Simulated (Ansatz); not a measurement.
# CdTe: the cell at several levels of theory

An exercise on one series of results from a longer session: the logs are not shown, and one member is left open.

The COD entry's cell or inner coordinates are ideal or old and differ from later refinements, so a difference from it is no clean test against experiment.

The runs shown are made with Ansatz 0.2.0. PAW datasets, plane waves, zero pressure. Computed at 0 K without zero-point motion; spin polarisation is off.

## The structure to begin with

It is cubic, F-43m (No. 216); conventional cell a = 6.410 Å, 32.92 Å³ an atom. Near Cd stand 4 Te at 2.78 Å; near Te stand 4 Cd at 2.78 Å.

Structure file:

```cif
data_structure
_symmetry_space_group_name_H-M 'F-43m'
_symmetry_Int_Tables_number 216
_cell_length_a 6.4100
_cell_length_b 6.4100
_cell_length_c 6.4100
_cell_angle_alpha 90.000
_cell_angle_beta 90.000
_cell_angle_gamma 90.000
_cell_volume 263.37
loop_
_atom_site_label
_atom_site_type_symbol
_atom_site_symmetry_multiplicity
_atom_site_Wyckoff_symbol
_atom_site_fract_x
_atom_site_fract_y
_atom_site_fract_z
_atom_site_occupancy
Cd1 Cd 4 a 0.00000 0.00000 0.00000 1
Te1 Te 4 d 0.25000 0.25000 0.75000 1
```

Set-up of the first run:

The input, input.yaml:

```yaml
crystal:
  lattice:
    - [0.0, 3.205, 3.205]
    - [3.205, 0.0, 3.205]
    - [3.205, 3.205, 0.0]
  atoms:
    - { symbol: Cd, position: [0.0, 0.0, 0.0] }
    - { symbol: Te, position: [0.25, 0.25, 0.25] }
kpoints:
  mp_grid: { grid: [6, 6, 6] }
hamiltonian:
  xc: pbe
scf:
  occupations: { method: fermi_dirac, width: 0.02 }
relax:
  f_tol: 0.005
  cell: {}
```

The run is started by

```bash
> ansatz run input.yaml --threads 2 --pin off --max-ram 2211MiB --backend cpu --events-out ev --progress --plain --runs-dir out
```

Steps of the session up to this table: Relaxing with PBE; r2SCAN: cell and atoms; Relaxing with PBEsol; Relaxation with LDA; HSE06: cell and atoms.

One table of the session follows, with a row left open; its other results are not shown here.

| level | a (Å) | volume (Å³/atom) |
| --- | --- | --- |
| PBE | 6.618 | 36.234 |
| r2SCAN | ? | ? |
| PBEsol | 6.490 | 34.174 |
| LDA | 6.411 | 32.932 |
| HSE06 | 6.573 | 35.503 |

**Question.** Estimate the row for r2SCAN.

**Answer.** a (Å): 6.560; volume (Å³/atom): 35.284. In the column «a (Å)» it lies between PBEsol (6.490) and HSE06 (6.573).

The volume runs from LDA (least) to PBE (most), a spread of 10.0 %, or 3.2 % in length if all axes shared it alike. The meshes differ: PBE 6×6×6, r2SCAN 6×6×6, PBEsol 6×6×6, LDA 6×6×6, HSE06 4×4×4.
